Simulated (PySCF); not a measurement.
Match the calculated data to a structure.

All candidates are C4H10O.

| technique | computed result |
| --- | --- |
| NMR, other nuclei | isotropic shieldings of nuclei other than C and H, by class: 240 (1 O) ppm [GIAO PBE0/pcSseg-1] |
| Rotational structure | rotational constants A, B, C: 4.729, 4.691, 4.537 GHz [GFN2-xTB] |
| Dipole | 1.55 D [PBE0/pcSseg-1] |
| Couplings | largest of the computed one-bond spin–spin couplings (means over like bonds): 13C–1H +131.8 (×9), 17O–1H -70.8, 13C–13C +38.1 (×3), 17O–13C +20.3 Hz [B3LYP/pcJ-1, spin–dipole term left out] |
| 13C NMR | chemical shifts (computed TMS as zero) by class: 70.6 (1 C), 33.1 (3 C) ppm [GIAO PBE0/pcSseg-1] |
| 1H NMR | chemical shifts (computed TMS as zero) by class: 1.23 (9 H), 0.21 (1 H) ppm [GIAO PBE0/pcSseg-1] |

Gas-phase values; electronic properties from PySCF, density fitting. Levels stand in brackets. Geometry: GFN2-xTB; no solvent, vibrations or thermal averaging. Each NMR value is the plain mean over a class of atoms that symmetry, rotation or inversion makes alike.

Task: Which candidate is it?
A. `CCOCC` (diethyl ether)
B. `COC(C)C` (2-methoxypropane)
C. `CC(C)(C)O` (tert-butanol)

Result: C. It is `CC(C)(C)O`. Numbering: `[CH3:1][C:2]([CH3:3])([CH3:4])[OH:5]`. Its formula, C4H10O, gives 0 degrees of unsaturation, so no ring and no π bond. 4 carbons fall into 2 classes; from least to most shielded: carbinol carbon (C–OH) [C2] (70.6 ppm), methyl carbon [C1/C3/C4] (33.1 ppm, 3 C, up to 3.9 ppm apart in this geometry). Hydrogen classes from least to most shielded: 9 H on 3 methyl carbons, C1/C3/C4 (1.23 ppm, a mean of values up to 0.6 ppm apart in this geometry), 1 H on an alcohol oxygen, O5 (0.21 ppm). The other shieldings belong to: 240 ppm, alcohol oxygen [O5]. The couplings run between: +131.8 Hz, methyl carbon [C1] and its hydrogen (with 8 like pairs); -70.8 Hz, alcohol oxygen [O5] and its hydrogen; +38.1 Hz, methyl carbon [C1] and carbinol carbon (C–OH) [C2] (with 2 like pairs); +20.3 Hz, alcohol oxygen [O5] and carbinol carbon (C–OH) [C2]. The optimised geometry has point group Cs and is an asymmetric top.

The others, at the same levels:
- `CCOCC` fails: its computed 13C shifts are 71.3 (2 C), 18.1 (2 C) ppm, 1H shifts are 3.56 (4 H), 1.28 (6 H) ppm and rotational constant A is 18.069 GHz (against 4.729 GHz).
- `COC(C)C` fails: it has 3 carbon classes against 2; its computed 13C shifts are 77.4 (1 C), 58.5 (1 C), 23.5 (2 C) ppm, 1H shifts are 3.53 (3 H), 3.37 (1 H), 1.13 (6 H) ppm and rotational constant A is 7.672 GHz (against 4.729 GHz).

Each candidate is one conformer, not necessarily the lowest. The conformers computed, where there is a choice (atom-mapped SMILES and torsion angles):
- `[CH3:1][C:2]([CH3:3])([CH3:4])[OH:5]`: H–O5–C2–C1 -61°
- `[CH3:1][CH2:2][O:3][CH2:4][CH3:5]`: C1–C2–O3–C4 180°, C2–O3–C4–C5 180°
- `[CH3:1][O:2][CH:3]([CH3:4])[CH3:5]`: C1–O2–C3–C4 167°
